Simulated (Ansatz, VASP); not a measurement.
**One calculation of ZnS (Wurtzite-6H), two programs**

```xyz
12
Lattice="3.8120 0.0000 0.0000 -1.9060 3.3013 0.0000 0.0000 0.0000 18.6900" Properties=species:S:1:pos:R:3 pbc="T T T"
Zn    0.0000    0.0000    0.0002
Zn    0.0000    0.0000    9.3452
Zn    0.0000    2.2009    3.1165
Zn    1.9060    1.1004   12.4615
Zn    1.9060    1.1004    6.2286
Zn    0.0000    2.2009   15.5736
S     0.0000    0.0000    2.3382
S     0.0000    0.0000   11.6832
S     0.0000    2.2009    5.4514
S     1.9060    1.1004   14.7964
S     1.9060    1.1004    8.5638
S     0.0000    2.2009   17.9088
```

Alike in both runs: functional PBE; k mesh 8 × 8 × 2; occupations fermi-dirac, width 0.02 eV; no spin polarisation.

Ansatz relaxed the structure, and its values are those at the end. VASP's run is a single point on that final structure, the one shown.

|  | VASP | Ansatz |
| --- | --- | --- |
| version | VASP 6.6.1 | Ansatz 0.2.0 |
| potentials or method | VASP PAW PBE potentials, release 64 (Zn, S) | plane-wave PAW, scalar-relativistic |
| plane-wave cutoff (eV) | 520 | 420 |
| valence electrons in the cell | 108 | 108 |

Ansatz gave:

| Property | Result |
| --- | --- |
| gap on the k mesh at the Fermi level (eV) | 2.16 |
| pressure (GPa) | 2.1 |
| rms of the force components (eV/Å) | 0.003 |

Question: Estimate VASP's values.

Answer: gap on the k mesh at the Fermi level (eV): 2.17; pressure (GPa): 2.3; rms of the force components (eV/Å): 0.003.

Ansatz warned: «stress_scf_threshold_loose».

A k mesh can miss the band edges.
